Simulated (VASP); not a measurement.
# ZnSe (Stilleite) (F-43m) in VASP: further runs

Aim: see how the results for ZnSe (Stilleite) move with the level of theory and the settings. Levels: PBE, r2SCAN. Tasks: elastic constants, phonons, G0W0 quasiparticle levels.

All numbers are computed with VASP 6.6.1; they aren't measurements. Logs are shortened: lines on timing, memory, paths and dates and some standing lists are left out, and cuts for length are marked.

**Experimental background.**

From a printed reference work, textbook, for a bulk crystal of ZnSe: high-frequency dielectric constant 5.9.

The runs below are set against these values where they give the same quantity.

### 1 Starting point

The structure is cubic, space group F-43m (No. 216). The conventional cell has a = 5.739 Å, b = 5.739 Å, c = 5.739 Å, α = 90.00°, β = 90.00°, γ = 90.00°. Zn (site symmetry -43m) is surrounded by 4 Se at 2.49 Å. Se (site symmetry -43m) is surrounded by 4 Zn at 2.49 Å.

### 2 Elastic constants, PBE

File POSCAR:

```
ZnSe
1.0
    0.0000000000      2.8694707347      2.8694707347
    2.8694707347      0.0000000000      2.8694707347
    2.8694707347      2.8694707347      0.0000000000
  Zn              Se
     1     1
Direct
     1.0000000000000000    1.0000000000000000    1.0000000000000000
     0.2500000000000000    0.2500000000000000    0.2500000000000000
```

File INCAR.step1:

```
ALGO = Fast ; EDIFF = 1E-8
EDIFFG = -0.002 ; ENCUT = 600
GGA = PE ; IBRION = 2
ISIF = 3 ; ISMEAR = 0
LASPH = T ; LCHARG = F
LREAL = F ; LWAVE = F
NELM = 80 ; NSW = 40
PREC = Accurate ; SIGMA = 0.03
```

File INCAR.step2:

```
ALGO = Fast ; EDIFF = 1E-8
ENCUT = 600 ; GGA = PE
IBRION = 6 ; ISIF = 3
ISMEAR = 0 ; LASPH = T
LCHARG = F ; LEPSILON = T
LREAL = F ; LWAVE = F
NELM = 80 ; NFREE = 2
NSW = 1 ; POTIM = 0.015
PREC = Accurate ; SIGMA = 0.03
```

File KPOINTS:

```
k-points
0
Monkhorst-Pack
  14 14 14
```

Potentials or basis: VASP PAW PBE potentials, release 64 (Zn, Se).

Run with:

```
cat potpaw_PBE.64/Zn/POTCAR potpaw_PBE.64/Se/POTCAR > POTCAR
cp INCAR.step1 INCAR
mpirun -np 1 vasp_std > vasp.out
cp CONTCAR POSCAR
cp INCAR.step2 INCAR
mpirun -np 1 vasp_std > vasp.out
```

OUTCAR:

```text
EDIFF = 1E-8
   ENCUT = 600
   GGA = PE
   IBRION = 6
   ISIF = 3
   ISMEAR = 0
   LASPH = T
   LEPSILON = T
   LREAL = F
   NELM = 80
   NFREE = 2
   NSW = 1
   POTIM = 0.015
   PREC = Accurate

 ion  position               nearest neighbor table
   1  0.000  0.000  0.000-   2 2.49   2 2.49   2 2.49   2 2.49
   2  0.250  0.250  0.250-   1 2.49   1 2.49   1 2.49   1 2.49

  LATTYP: Found a face centered cubic cell.
 ALAT       =     5.7389414694

  Lattice vectors:

 A1 = (   0.0000000000,   2.8694707347,   2.8694707347)
 A2 = (   2.8694707347,   0.0000000000,   2.8694707347)
 A3 = (   2.8694707347,   2.8694707347,   0.0000000000)

Analysis of symmetry for initial positions (statically):
=====================================================================
 Subroutine PRICEL returns:
 Original cell was already a primitive cell.

 Routine SETGRP: Setting up the symmetry group for a
 face centered cubic supercell.

 Subroutine GETGRP returns: Found 24 space group operations
 (whereof 24 operations were pure point group operations)
 out of a pool of 48 trial point group operations.

The static configuration has the point symmetry T_d .

Analysis of symmetry for dynamics (positions and initial velocities):
=====================================================================
 Subroutine PRICEL returns:
 Original cell was already a primitive cell.

 Routine SETGRP: Setting up the symmetry group for a
 face centered cubic supercell.

 Subroutine GETGRP returns: Found 24 space group operations
 (whereof 24 operations were pure point group operations)
 out of a pool of 48 trial point group operations.

The dynamic configuration has the point symmetry T_d .

 Subroutine INISYM returns: Found 24 space group operations
 (whereof 24 operations are pure point group operations),
 and found     1 'primitive' translations

----------------------------------------------------------------------------------------

                                     Primitive cell

  volume of cell :      47.2537

  direct lattice vectors                    reciprocal lattice vectors
     0.000000000  2.869470735  2.869470735    -0.174248162  0.174248162  0.174248162
     2.869470735  0.000000000  2.869470735     0.174248162 -0.174248162  0.174248162
     2.869470735  2.869470735  0.000000000     0.174248162  0.174248162 -0.174248162

  length of vectors
     4.058044430  4.058044430  4.058044430     0.301806669  0.301806669  0.301806669

  position of ions in fractional coordinates (direct lattice)
     0.000000000  0.000000000  0.000000000
     0.250000000  0.250000000  0.250000000

  ion indices of the primitive-cell ions
   primitive index   ion index
                 1           1
                 2           2

----------------------------------------------------------------------------------------

 KPOINTS: k-points

Automatic generation of k-mesh.
 Grid dimensions read from file:
 generate k-points for:   14   14   14

 Generating k-lattice:

  Cartesian coordinates                     Fractional coordinates (reciprocal lattice)
    -0.012446297  0.012446297  0.012446297     0.071428571  0.000000000  0.000000000
     0.012446297 -0.012446297  0.012446297     0.000000000  0.071428571  0.000000000
     0.012446297  0.012446297 -0.012446297     0.000000000  0.000000000  0.071428571

  Length of vectors
     0.021557619  0.021557619  0.021557619

[... 249 lines left out ...]
  free  energy   TOTEN  =        -6.0304703427 eV

  energy  without entropy=       -6.0304703427  energy(sigma->0) =       -6.03047034

[... ionic steps 4 to 14 ...]

--------------------------------------- Ionic step       15  -------------------------------------------

 number of electron      18.0000007 magnetization

------------------------ aborting loop because EDIFF is reached ----------------------------------------
[... 67 lines left out ...]
--------------------------------------- Ionic step       17  -------------------------------------------

 number of electron      18.0000014 magnetization

 Free energy of the ion-electron system (eV)
  ---------------------------------------------------
  ext. energy  EPLUGINS =         0.00000000
  ---------------------------------------------------
  free energy    TOTEN  =        -6.03258834 eV

  energy without entropy =       -6.03258834  energy(sigma->0) =       -6.03258834

 E-fermi :   1.4783     XC(G=0):  -9.1516

 val. band max:        1.3017710615   @ k =   0.0357   0.0357   0.0357
 cond. band min:       2.6068884355   @ k =   0.0357   0.0357   0.0357
 fundamental gap:      1.3051173740
 Fermi energy:         1.4782839296

 k-point     1 :       0.0357    0.0357    0.0357
  band No.  band energies     occupation
      1     -11.7202      2.00000
      2      -5.1257      2.00000
      3      -5.1179      2.00000
      4      -5.1103      2.00000
      5      -4.7826      2.00000
      6      -4.7826      2.00000
      7       1.0972      2.00000
      8       1.2796      2.00000
      9       1.3018      2.00000
     10       2.6069      0.00000
     11       7.0956      0.00000
     12       7.1195      0.00000
     13       7.1368      0.00000
[... 354 lines left out ...]
  band No.  band energies     occupation
      1     -11.2475      2.00000
      2      -5.0592      2.00000
      3      -5.0425      2.00000
      4      -4.9987      2.00000
      5      -4.7895      2.00000
      6      -4.7676      2.00000
      7      -2.2347      2.00000
      8       0.2082      2.00000
      9       0.7585      2.00000
     10       4.4104      0.00000
     11       7.4139      0.00000
     12       7.9452      0.00000
     13       8.2509      0.00000

 [... further k-points ...]
[... 5 lines left out ...]
  --------------------------------------------------------------------------------------
  -------------------------------------------------------------------------------------
  Total        0.0030729      0.0045146      0.0045146     -0.0000000      0.0691287      0.0000000
  in kB        0.1041896      0.1530718      0.1530718     -0.0000000      2.3438692      0.0000000
  external PRESSURE =       0.1367777 kB  Pullay stress =       0.0000000 kB
[... 17 lines left out ...]
  FREE ENERGIE OF THE ION-ELECTRON SYSTEM (eV)
  ---------------------------------------------------
  free  energy   TOTEN  =        -6.0325883440 eV

  energy  without entropy=       -6.0325883440  energy(sigma->0) =       -6.03258834

 INTERNAL STRAIN TENSORS FROM STRAINED CELLS
 ============================================

 INTERNAL STRAIN TENSOR FOR ION    1 for displacements in x,y,z  (eV/Angst):
          X           Y           Z          XY          YZ          ZX
  --------------------------------------------------------------------------------
  x     0.00000     0.00000    -0.00000    -0.00000     4.60760     0.00000
  y    -0.00000    -0.00000     0.00000     0.00000    -0.00000     4.60757
  z    -0.00000     0.00000    -0.00000     4.60849    -0.00000    -0.00000

 INTERNAL STRAIN TENSORS FROM DISPLACED ATOMS
 ============================================

 INTERNAL STRAIN TENSOR FOR ION    1 for displacements in x,y,z  (eV/Angst):
          X           Y           Z          XY          YZ          ZX
  --------------------------------------------------------------------------------
  x    -0.00000    -0.00000    -0.00000     0.00000     4.60846    -0.00000
  y    -0.00000    -0.00000    -0.00000     0.00000     0.00000     4.60846
  z    -0.00000    -0.00000    -0.00000     4.60846    -0.00000     0.00000

 INTERNAL STRAIN TENSOR FOR ION    2 for displacements in x,y,z  (eV/Angst):
          X           Y           Z          XY          YZ          ZX
  --------------------------------------------------------------------------------
  x    -0.00000     0.00000     0.00000    -0.00000    -4.61016    -0.00000
  y     0.00000    -0.00000     0.00000     0.00000    -0.00000    -4.61016
  z     0.00000     0.00000    -0.00000    -4.61016    -0.00000    -0.00000

 Eigenvectors and eigenvalues of the dynamical matrix
 ----------------------------------------------------

   1 f  =    5.866225 THz    36.858579 2PiTHz  195.676206 cm-1    24.260747 meV
             X         Y         Z           dx          dy          dz
      0.000000  0.000000  0.000000     0.740900   -0.000000    0.000000
      1.434735  1.434735  1.434735    -0.671616    0.000000    0.000000
[... 21 lines left out ...]
   6 f/i=    0.011366 THz     0.071414 2PiTHz    0.379124 cm-1     0.047005 meV
             X         Y         Z           dx          dy          dz
      0.000000  0.000000  0.000000     0.191861   -0.596939   -0.240666
      1.434735  1.434735  1.434735     0.211654   -0.658520   -0.265494

--------------------------------------------------------------------------------------------------------

 MACROSCOPIC STATIC DIELECTRIC TENSOR IONIC CONTRIBUTION
 ------------------------------------------------------
           3.390630     0.000000     0.000000
           0.000000     3.390630     0.000000
           0.000000     0.000000     3.390630
 ------------------------------------------------------

 ELASTIC MODULI CONTR FROM IONIC RELAXATION (kBar)
 Direction    XX          YY          ZZ          XY          YZ          ZX
 --------------------------------------------------------------------------------
 XX          -0.0000     -0.0000     -0.0000      0.0000      0.0000      0.0000
 YY          -0.0000     -0.0000     -0.0000      0.0000      0.0000      0.0000
 ZZ          -0.0000     -0.0000     -0.0000      0.0000      0.0000      0.0000
 XY           0.0000      0.0000      0.0000   -143.0826      0.0000     -0.0000
 YZ           0.0000      0.0000      0.0000      0.0000   -143.0826     -0.0000
 ZX           0.0000      0.0000      0.0000     -0.0000     -0.0000   -143.0826
 --------------------------------------------------------------------------------

 TOTAL ELASTIC MODULI (kBar)
 Direction    XX          YY          ZZ          XY          YZ          ZX
 --------------------------------------------------------------------------------
 XX         798.9740    455.3469    455.3469      0.0000      0.0000      0.0000
 YY         455.3469    798.9740    455.3469      0.0000      0.0000      0.0000
 ZZ         455.3469    455.3469    798.9740      0.0000      0.0000      0.0000
 XY           0.0000      0.0000      0.0000    371.4135      0.0000     -0.0000
 YZ           0.0000      0.0000      0.0000      0.0000    371.4135     -0.0000
 ZX           0.0000      0.0000      0.0000     -0.0000     -0.0000    371.4135
 --------------------------------------------------------------------------------

 PIEZOELECTRIC TENSOR IONIC CONTR  for field in x, y, z        (C/m^2)
          XX          YY          ZZ          XY          YZ          ZX
  --------------------------------------------------------------------------------
  x    -0.00000    -0.00000    -0.00000     0.00000     0.65540    -0.00000
  y    -0.00000    -0.00000    -0.00000     0.00000     0.00000     0.65540
  z    -0.00000    -0.00000    -0.00000     0.65540    -0.00000     0.00000
```

Run time: 67 min. Hardware: 1 thread of Intel Xeon 6975P-C (Granite Rapids), shared host; peak memory 2.4 GiB.

What came out:

| Quantity | Value |
| --- | --- |
| Electronic dielectric tensor (diagonal) | 7.34 |
| Born charges (mean of the diagonal) | Zn +2.11; Se -2.11 e |
| Elastic constants C11, C12, C44 | 80, 46, 37 GPa |
| Voigt bulk modulus | 57 GPa |
| Highest phonon frequency at Γ, LO-TO splitting left out | 196 cm⁻¹ |

Phonon frequencies in cm⁻¹ (negative: imaginary):
```
              q point        frequencies
(0.000, 0.000, 0.000)  0 0 0 196 196 196
```

Elastic tensor in Voigt notation (GPa, in the Cartesian axes of the cell as first typed):
```
80 46 46  0  0  0
46 80 46  0  0  0
46 46 80  0  0  0
 0  0  0 37  0  0
 0  0  0  0 37  0
 0  0  0  0  0 37
```

Electronic dielectric tensor:
```
7.34 0.00 0.00
0.00 7.34 0.00
0.00 0.00 7.34
```

Born effective charge tensors (e):
atom 1, Zn
```
2.11 0.00 0.00
0.00 2.11 0.00
0.00 0.00 2.11
```
atom 2, Se
```
-2.11  0.00  0.00
 0.00 -2.11  0.00
 0.00  0.00 -2.11
```

Clamped-ion elastic tensor (GPa):
```
80 46 46  0  0  0
46 80 46  0  0  0
46 46 80  0  0  0
 0  0  0 51  0  0
 0  0  0  0 51  0
 0  0  0  0  0 51
```

### 3 Phonons, r2SCAN

This run uses another cell than the first one, of 22.76 Å³/atom, 0.963 times its volume.

File POSCAR:

```
ZnSe
1.0
    0.0000000000      2.8338000000      2.8338000000
    2.8338000000      0.0000000000      2.8338000000
    2.8338000000      2.8338000000      0.0000000000
  Zn              Se
     1     1
Direct
     0.0000000000000000    0.0000000000000000    0.0000000000000000
     0.2500000000000000    0.2500000000000000    0.2500000000000000
```

File INCAR.step1:

```
SYSTEM = ZnSe
PREC = Accurate
ENCUT = 600
EDIFF = 1E-8
ISMEAR = 0
SIGMA = 0.03
LREAL = .FALSE.
LASPH = .TRUE.
NELM = 80
ALGO = Normal
ISIF = 3
LWAVE = .FALSE.
LCHARG = .FALSE.
METAGGA = R2SCAN
LMIXTAU = .TRUE.
IBRION = 2
NSW = 40
EDIFFG = -0.002
```

File INCAR.step2:

```
SYSTEM = ZnSe
PREC = Accurate
ENCUT = 600
EDIFF = 1E-8
ISMEAR = 0
SIGMA = 0.03
LREAL = .FALSE.
LASPH = .TRUE.
NELM = 80
ALGO = Normal
ISIF = 2
LWAVE = .FALSE.
LCHARG = .FALSE.
METAGGA = R2SCAN
LMIXTAU = .TRUE.
IBRION = 6
NFREE = 2
POTIM = 0.015
NSW = 1
```

File KPOINTS:

```
Automatic mesh
0
G
  8 8 8
  0 0 0
```

Potentials or basis: VASP PAW PBE potentials, release 64 (Zn, Se).

Run with:

```
cat potpaw_PBE.64/Zn/POTCAR potpaw_PBE.64/Se/POTCAR > POTCAR
cp INCAR.step1 INCAR
mpirun -np 1 vasp_std > vasp.out
cp CONTCAR POSCAR
cp INCAR.step2 INCAR
mpirun -np 1 vasp_std > vasp.out
```

OUTCAR:

```text
SYSTEM = ZnSe
   PREC = Accurate
   ENCUT = 600
   EDIFF = 1E-8
   ISMEAR = 0
   LREAL = .FALSE.
   LASPH = .TRUE.
   NELM = 80
   ISIF = 2
   METAGGA = R2SCAN
   IBRION = 6
   NFREE = 2
   POTIM = 0.015
   NSW = 1

 ion  position               nearest neighbor table
   1  0.000  0.000  0.000-   2 2.45   2 2.45   2 2.45   2 2.45
   2  0.250  0.250  0.250-   1 2.45   1 2.45   1 2.45   1 2.45

  LATTYP: Found a face centered cubic cell.
 ALAT       =     5.6668967718

  Lattice vectors:

 A1 = (   0.0000000000,   2.8334483859,   2.8334483859)
 A2 = (   2.8334483859,   0.0000000000,   2.8334483859)
 A3 = (   2.8334483859,   2.8334483859,   0.0000000000)

Analysis of symmetry for initial positions (statically):
=====================================================================
 Subroutine PRICEL returns:
 Original cell was already a primitive cell.

 Routine SETGRP: Setting up the symmetry group for a
 face centered cubic supercell.

 Subroutine GETGRP returns: Found 24 space group operations
 (whereof 24 operations were pure point group operations)
 out of a pool of 48 trial point group operations.

The static configuration has the point symmetry T_d .

Analysis of symmetry for dynamics (positions and initial velocities):
=====================================================================
 Subroutine PRICEL returns:
 Original cell was already a primitive cell.

 Routine SETGRP: Setting up the symmetry group for a
 face centered cubic supercell.

 Subroutine GETGRP returns: Found 24 space group operations
 (whereof 24 operations were pure point group operations)
 out of a pool of 48 trial point group operations.

[... 309 lines left out ...]
 fundamental gap:      1.8524689073
 Fermi energy:         1.4357951844

 k-point     1 :       0.0000    0.0000    0.0000
  band No.  band energies     occupation
      1     -12.4147      2.00000
      2      -5.4040      2.00000
      3      -5.3954      2.00000
      4      -5.3869      2.00000
      5      -4.9873      2.00000
      6      -4.9873      2.00000
      7       1.2837      2.00000
      8       1.3015      2.00000
      9       1.3179      2.00000
     10       3.1704      0.00000
     11       7.6060      0.00000
     12       7.6167      0.00000
     13       7.6289      0.00000
[... 354 lines left out ...]
  band No.  band energies     occupation
      1     -11.4607      2.00000
      2      -5.2772      2.00000
      3      -5.2376      2.00000
      4      -5.0225      2.00000
      5      -4.9822      2.00000
      6      -4.7830      2.00000
      7      -3.6672      2.00000
      8      -1.1357      2.00000
      9      -0.1766      2.00000
     10       6.0417      0.00000
     11       7.2824      0.00000
     12       9.2556      0.00000
     13      10.5406      0.00000

 [... further k-points ...]
[... 5 lines left out ...]
  --------------------------------------------------------------------------------------
  -------------------------------------------------------------------------------------
  Total        0.0023466      0.0039442      0.0039442      0.0000000      0.0788096      0.0000000
  in kB        0.0826359      0.1388988      0.1388988      0.0000000      2.7753232      0.0000000
  external PRESSURE =       0.1201445 kB  Pullay stress =       0.0000000 kB
[... 17 lines left out ...]
  FREE ENERGIE OF THE ION-ELECTRON SYSTEM (eV)
  ---------------------------------------------------
  free  energy   TOTEN  =       -24.9100985454 eV

  energy  without entropy=      -24.9100985454  energy(sigma->0) =      -24.91009855

 INTERNAL STRAIN TENSORS FROM DISPLACED ATOMS
 ============================================

 INTERNAL STRAIN TENSOR FOR ION    1 for displacements in x,y,z  (eV/Angst):
          X           Y           Z          XY          YZ          ZX
  --------------------------------------------------------------------------------
  x    -0.00000    -0.00000    -0.00000     0.00000     5.78101     0.00000
  y     0.00000    -0.00000     0.00000     0.00000     0.00000     5.78101
  z    -0.00000    -0.00000    -0.00000     5.78101     0.00000     0.00000

 INTERNAL STRAIN TENSOR FOR ION    2 for displacements in x,y,z  (eV/Angst):
          X           Y           Z          XY          YZ          ZX
  --------------------------------------------------------------------------------
  x     0.00000     0.00000     0.00000     0.00000    -5.30015     0.00000
  y     0.00000     0.00000     0.00000     0.00000     0.00000    -5.30015
  z     0.00000     0.00000     0.00000    -5.30015     0.00000     0.00000

 Eigenvectors and eigenvalues of the dynamical matrix
 ----------------------------------------------------

   1 f  =    6.167133 THz    38.749238 2PiTHz  205.713405 cm-1    25.505200 meV
             X         Y         Z           dx          dy          dz
      0.000000  0.000000  0.000000     0.743927    0.000000    0.000000
      1.416724  1.416724  1.416724    -0.668260    0.000000    0.000000
[... 21 lines left out ...]
   6 f/i=    0.039821 THz     0.250201 2PiTHz    1.328274 cm-1     0.164685 meV
             X         Y         Z           dx          dy          dz
      0.000000  0.000000  0.000000    -0.347043    0.060607    0.567855
      1.416724  1.416724  1.416724    -0.386339    0.067470    0.632153

 ELASTIC MODULI CONTR FROM IONIC RELAXATION (kBar)
 Direction    XX          YY          ZZ          XY          YZ          ZX
 --------------------------------------------------------------------------------
 XX          -0.0000     -0.0000     -0.0000      0.0000      0.0000     -0.0000
 YY          -0.0000     -0.0000     -0.0000      0.0000      0.0000      0.0000
 ZZ          -0.0000     -0.0000     -0.0000      0.0000      0.0000     -0.0000
 XY           0.0000      0.0000      0.0000   -194.5515      0.0000      0.0000
 YZ           0.0000      0.0000      0.0000      0.0000   -194.5515      0.0000
 ZX          -0.0000      0.0000     -0.0000      0.0000      0.0000   -194.5515
 --------------------------------------------------------------------------------
```

Wall time 8 min (1 thread of Intel Xeon Platinum 8559C (Emerald Rapids), shared host); peak memory 0.29 GiB.

Results:

| Item | Value |
| --- | --- |
| Highest phonon frequency at Γ, LO-TO splitting left out | 206 cm⁻¹ |

Phonon frequencies in cm⁻¹ (negative: imaginary):
```tsv
q point	frequencies
(0.000, 0.000, 0.000)	-1 -1 -1 206 206 206
```

Caveat: the PAW data sets were made with another functional, which shifts forces and pressure a little.

[end of part 1 of 2]
